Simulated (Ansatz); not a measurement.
# HgTe: frozen-core PAW against all-electron methods

```
CELL_PARAMETERS angstrom
0.05843 2.95072 2.95072
2.95072 0.05843 2.95072
2.95072 2.95072 0.05843
ATOMIC_POSITIONS crystal
Hg 0.00000 0.00000 0.00000
Te 0.50000 0.50000 0.50000
```

Atoms are numbered in the order listed.

The geometry is COD entry 1538296, unchecked; take it as a test cell. The listed cell was then made from it by scaling, straining or moving an atom.

Spin–orbit coupling is left out, though it moves levels of the heavy atoms by tenths of an eV or more.

Methods: DFT, PBE, PAW with Ansatz's default frozen-core files, scalar-relativistic (Ansatz 0.2.0); DFT, PBE, all-electron PAW with datasets made for the crystal, scalar-relativistic (Ansatz 0.2.0); DFT, PBE, all-electron LAPW, scalar-relativistic (Ansatz 0.2.0).

For PAW: a Γ-centred 10×10×10 k mesh, Fermi–Dirac smearing of 0.08 eV, cutoff 420 eV, no spin polarisation. The crystal-made all-electron datasets (AE datasets) take a cutoff of 260 eV at this cell. LAPW targets a basis error of 1 meV/atom. The Ansatz runs share mesh, smearing and spin set-up. Plane-wave (PAW) pressures include the program's estimate of the Pulay term.

Stress and pressure are positive in compression.

The change that made this cell: equal xy, yz and zx engineering shear strains of +2 %.

No spin–orbit coupling: at heavy atoms the gradients can be off by tens of per cent for that reason.

In a metal, gradients converge slowly with the k mesh: the values move by tens of per cent from one mesh to another, at times in sign, so only the comparison on one mesh counts.

```csv
quantity,PAW,AE datasets,LAPW
pressure (GPa),10.37,10.37,10.37
stress yz (GPa),-0.34,-0.34,-0.34
stress xz (GPa),-0.34,-0.34,-0.34
stress xy (GPa),-0.34,-0.34,-0.34
field gradient Vzz at Hg1 (10²¹ V/m²),-1.25,-1.24,–
field gradient Vzz at Te2 (10²¹ V/m²),2.11,2.08,–
```

PAW's pressure differs from the LAPW value by about 0.01 GPa or less.
